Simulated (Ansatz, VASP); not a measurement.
# Zn2Si3N in VASP and in Ansatz

```xyz
6
Lattice="5.0978 0.0000 0.0000 0.0000 5.0978 0.0000 0.0000 0.0000 4.1765" Properties=species:S:1:pos:R:3 pbc="T T T"
Zn    2.5489    0.0000    0.0000
Zn    0.0000    2.5489    0.0000
Si    2.5489    2.5489    2.0883
Si    2.5489    2.5489    0.0000
Si    0.0000    0.0000    0.0000
N     0.0000    0.0000    2.0883
```

Alike in both runs: functional PBE; k mesh 4 × 4 × 4; occupations gaussian, width 0.1 eV; no spin polarisation.

Ansatz relaxed the structure, and its values are those at the end. VASP's run is a single point on that final structure, the one shown.

|  | VASP | Ansatz |
| --- | --- | --- |
| version | VASP 6.6.1 | Ansatz 0.2.0 |
| potentials or method | VASP PAW PBE potentials, release 64 (Zn, Si, N) | scalar-relativistic, plane waves, PAW |
| plane-wave cutoff (eV) | 520 | 420 |
| valence electrons in the cell | 41 | 41 |

|  | VASP | Ansatz | Ansatz less VASP |
| --- | --- | --- | --- |
| gap on the k mesh at the Fermi level (eV) | none | none | - |
| pressure (GPa) | 0.0 | 0.1 | +0.02 |

A gap of «none» marks a metal or a gap that the smearing closes.

Caveats: the k mesh is coarse (spacing up to 0.38 Å⁻¹), so the values aren't converged.
